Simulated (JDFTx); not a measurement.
CdF2:

```
CELL_PARAMETERS angstrom
0.00000 2.69400 2.69400
2.69400 0.00000 2.69400
2.69400 2.69400 0.00000
ATOMIC_POSITIONS crystal
Cd 0.00000 0.00000 0.00000
F 0.75000 0.75000 0.75000
F 0.25000 0.25000 0.25000
```

```yaml
Program: JDFTx 1.7.0 (patched build)
Task: single point
Functional: PBEsol
Potentials_or_basis: PseudoDojo-SR-PBEsol-0.4.1-standard with smoothed tails
Cutoff: 1388 eV
Density_cutoff: 11102 eV
k_mesh: 9 × 9 × 9
Occupations: fermi-dirac, width 0.05 eV
Spin: no spin polarisation
```

On this cell: pressure -0.4 GPa; largest force zero by symmetry; band gap on the k mesh 2.98 eV, indirect (least direct gap 3.44 eV).

The same run follows on a disturbed copy (atoms moved at random, drawn with an rms of 0.05 Å):

```
Cd F
1.0
     0.00000    2.69400    2.69400
     2.69400    0.00000    2.69400
     2.69400    2.69400    0.00000
Cd F
1 2
Direct
  0.00158 0.99951 0.01010
  0.76521 0.75266 0.74915
  0.27464 0.23776 0.23702
```

Q: What changes?

A: The energy moves by +6.7 meV/atom; pressure 0.0 GPa; largest force 0.375 eV/Å; band gap on the k mesh 2.97 eV, indirect (least direct gap 3.39 eV).

Forces on the atoms (eV/Å):
```
Cd  -0.275  0.042  0.187
F   -0.096 -0.019 -0.136
F    0.371 -0.023 -0.050
```

Stress tensor (GPa, compression positive):
```
 0.02  0.06 -0.17
 0.06 -0.05  0.55
-0.17  0.55 -0.10
```

Caveats: an odd mesh through Γ misses points on the zone boundary, where band edges often lie; the empty levels aren't tightly converged (some runs).
